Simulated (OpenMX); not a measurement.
# BN (P6_3mc) in OpenMX: reference runs, part 2 of 2

OpenMX 3.8.5.

### Step 3. Single point, PBE (atoms moved at random, drawn with an rms of 0.05 Å)

Input file BN.dat:

```
System.CurrrentDirectory             ./
System.Name                          BN
DATA.PATH                            ./DFT_DATA13
level.of.stdout                      1
level.of.fileout                     0
Species.Number                       2
<Definition.of.Atomic.Species
  N   N6.0-s2p2d1            N_PBE13
  B   B7.0-s2p2d1            B_PBE13
Definition.of.Atomic.Species>

Atoms.Number                         4
Atoms.SpeciesAndCoordinates.Unit     FRAC
<Atoms.SpeciesAndCoordinates
    1  N     0.3334880000    0.6536870000    0.1223270000   2.500  2.500
    2  N     0.6682570000    0.3213090000    0.6214650000   2.500  2.500
    3  B     0.3232690000    0.6717890000    0.4884910000   1.500  1.500
    4  B     0.6967360000    0.3469010000    0.9952160000   1.500  1.500
Atoms.SpeciesAndCoordinates>

Atoms.UnitVectors.Unit               Ang
<Atoms.UnitVectors
     2.5539396017    0.0000000000    0.0000000000
    -1.2769698009    2.2117765748    0.0000000000
     0.0000000000    0.0000000000    4.2268550000
Atoms.UnitVectors>

scf.XcType                           GGA-PBE
scf.SpinPolarization                 off
scf.ElectronicTemperature            580.226
scf.energycutoff                     400.0
scf.maxIter                          100
scf.EigenvalueSolver                 band
scf.Kgrid                            13 13 7
scf.Mixing.Type                      rmm-diisk
scf.Init.Mixing.Weight               0.05
scf.Min.Mixing.Weight                0.001
scf.Max.Mixing.Weight                0.3
scf.Mixing.History                   25
scf.Mixing.StartPulay                8
scf.criterion                        1.0e-8
scf.stress.tensor                    on
MD.Type                              nomd
```

Potentials or basis: OpenMX 2013 PBE set, N6.0-s2p2d1, B7.0-s2p2d1, grid cutoff 400 Ry.

Launch:

```sh
> openmx BN.dat -nt 1 > BN.std
```

BN.out:

```text
Required cutoff energy (Ryd) for 3D-grids = 400.0000
      Used cutoff energy (Ryd) for 3D-grids = 411.8576, 411.8576, 386.7296
  Num. of grids of a-, b-, and c-axes = 27, 27, 50

  Num.Grid1.    27
  Num.Grid2.    27
  Num.Grid3.    50

  Cell_Volume =    161.126040029411 (Bohr^3)
  GridVol     =      0.004420467491 (Bohr^3)
  Cell vectors (bohr) of the grid cell (gtv)
    gtv_a =  0.178749853281,  0.000000000000,  0.000000000000
    gtv_b = -0.089374926644,  0.154801913864,  0.000000000000
    gtv_c =  0.000000000000,  0.000000000000,  0.159751954869
    |gtv_a| =  0.178749853281
    |gtv_b| =  0.178749853283
    |gtv_c| =  0.159751954869

***********************************************************

***********************************************************
                  SCF history at MD= 1
***********************************************************

   SCF=   1  NormRD=  1.000000000000  Uele= -10.422351497206
   SCF=   2  NormRD=  2.296987447487  Uele= -10.342449286028
   SCF=   3  NormRD=  2.263598277901  Uele= -10.332488348303
   SCF=   4  NormRD=  1.210579348076  Uele= -9.998457216125
   SCF=   5  NormRD=  0.758985399818  Uele= -9.826976342239
   SCF=   6  NormRD=  0.527917324407  Uele= -9.741352945505
   SCF=   7  NormRD=  0.375072758487  Uele= -9.691807153897
   SCF=   8  NormRD=  0.267442219139  Uele= -9.660143231351
   SCF=   9  NormRD=  0.016062307779  Uele= -9.589566801487
   SCF=  10  NormRD=  0.007462874086  Uele= -9.586374301919
   SCF=  11  NormRD=  0.000539182031  Uele= -9.586730547239
   SCF=  12  NormRD=  0.000071689267  Uele= -9.586844196007
   SCF=  13  NormRD=  0.000043613500  Uele= -9.586828364809
   SCF=  14  NormRD=  0.000008696432  Uele= -9.586825671212
   SCF=  15  NormRD=  0.000003718999  Uele= -9.586824011873
   SCF=  16  NormRD=  0.000000873000  Uele= -9.586823118980
   SCF=  17  NormRD=  0.000000135240  Uele= -9.586822876862
   SCF=  18  NormRD=  0.000000034387  Uele= -9.586822847054
   SCF=  19  NormRD=  0.000000005486  Uele= -9.586822837243

***********************************************************
[... 102 lines left out ...]
    2   -0.90174944949035  -0.90174944949035
    3   -0.70544192206474  -0.70544192206474
    4   -0.39752657728915  -0.39752657728915
    5   -0.37075313850367  -0.37075313850367
    6   -0.32604024633286  -0.32604024633286
[... 8 lines left out ...]
   15    0.16057450551340   0.16057450551340
   16    0.31401261316996   0.31401261316996
   [... 36 higher levels ...]

***********************************************************
                   Mulliken populations
***********************************************************

  Total spin moment (muB)   0.000000000

                    Up spin      Down spin     Sum           Diff
      1    N      2.890674989  2.890674989   5.781349979   0.000000000
      2    N      2.889701463  2.889701463   5.779402927   0.000000000
      3    B      1.110058644  1.110058644   2.220117289   0.000000000
      4    B      1.109564903  1.109564903   2.219129806   0.000000000

 Sum of MulP: up   =     8.00000 down          =     8.00000
              total=    16.00000 ideal(neutral)=    16.00000

  Decomposed Mulliken populations

    1    N          Up spin      Down spin     Sum           Diff
            multiple
  s           0    0.818218369  0.818218369   1.636436737   0.000000000
   sum over m      0.818218369  0.818218369   1.636436737   0.000000000
  s           1    0.012918516  0.012918516   0.025837031   0.000000000
   sum over m      0.012918516  0.012918516   0.025837031   0.000000000
   sum over m+mul  0.831136884  0.831136884   1.662273769   0.000000000
  px          0    0.672528795  0.672528795   1.345057591   0.000000000
  py          0    0.688241487  0.688241487   1.376482975   0.000000000
  pz          0    0.674096137  0.674096137   1.348192275   0.000000000
   sum over m      2.034866420  2.034866420   4.069732840   0.000000000
  px          1   -0.003397586 -0.003397586  -0.006795171   0.000000000
  py          1   -0.004297572 -0.004297572  -0.008595144   0.000000000
  pz          1   -0.003532564 -0.003532564  -0.007065128   0.000000000
   sum over m     -0.011227721 -0.011227721  -0.022455443   0.000000000
   sum over m+mul  2.023638699  2.023638699   4.047277397   0.000000000
[... 66 lines left out ...]
   sum over m      0.647173696  0.647173696   1.294347391   0.000000000
  px          1    0.029897177  0.029897177   0.059794354   0.000000000
  py          1    0.019672538  0.019672538   0.039345077   0.000000000
  pz          1    0.019927813  0.019927813   0.039855626   0.000000000
   sum over m      0.069497529  0.069497529   0.138995057   0.000000000
   sum over m+mul  0.716671224  0.716671224   1.433342448   0.000000000
  d3z^2-r^2   0    0.032356353  0.032356353   0.064712706   0.000000000
  dx^2-y^2    0    0.029259908  0.029259908   0.058519816   0.000000000
  dxy         0    0.027267764  0.027267764   0.054535527   0.000000000
  dxz         0    0.026650415  0.026650415   0.053300830   0.000000000
  dyz         0    0.023789359  0.023789359   0.047578717   0.000000000
   sum over m      0.139323798  0.139323798   0.278647596   0.000000000
   sum over m+mul  0.139323798  0.139323798   0.278647596   0.000000000

***********************************************************
       xyz-coordinates (Ang) and forces (Hartree/Bohr)
***********************************************************

<coordinates.forces
  4
    1     N     0.01697   1.44581   0.51706   0.015324255608  0.025621074609 -0.007092666378
    2     N     1.29639   0.71066   2.62684  -0.012575923637  0.018833593561 -0.006471096191
    3     B    -0.03224   1.48585   2.06478   0.020921300448 -0.016853659305  0.020380440885
    4     B     1.33644   0.76727   4.20663  -0.023736975852 -0.027513639175 -0.006802308740
coordinates.forces>

***********************************************************
       Fractional coordinates of the final structure
***********************************************************

     1      N     0.33348800000000   0.65368700000000   0.12232700000000
     2      N     0.66825700000000   0.32130900000000   0.62146500000000
     3      B     0.32326900000000   0.67178900000000   0.48849100000000
     4      B     0.69673600000000   0.34690100000000   0.99521600000000
```

Wall time 5.1 min (1 thread of Arm Neoverse V1, shared host); peak memory 0.97 GiB.

What came out:

| Item | Value |
| --- | --- |
| Free energy | -716.1537 eV |
| Pressure | 2.8 GPa |
| Largest force | 1.901 eV/Å |
| Band gap on the k mesh | 4.75 eV, indirect (least direct gap 7.39 eV) |
| Mulliken charges | N -0.78; B +0.78 e |

Forces in eV/Å, atoms in the order of the input:
```
N    0.788  1.317 -0.365
N   -0.647  0.968 -0.333
B    1.076 -0.867  1.048
B   -1.221 -1.415 -0.350
```

Caveat: Mulliken charges move with the basis; an odd mesh through Γ misses points on the zone boundary, where band edges often lie; the basis of atomic orbitals isn't converged, which shifts pressures, moduli and gaps.
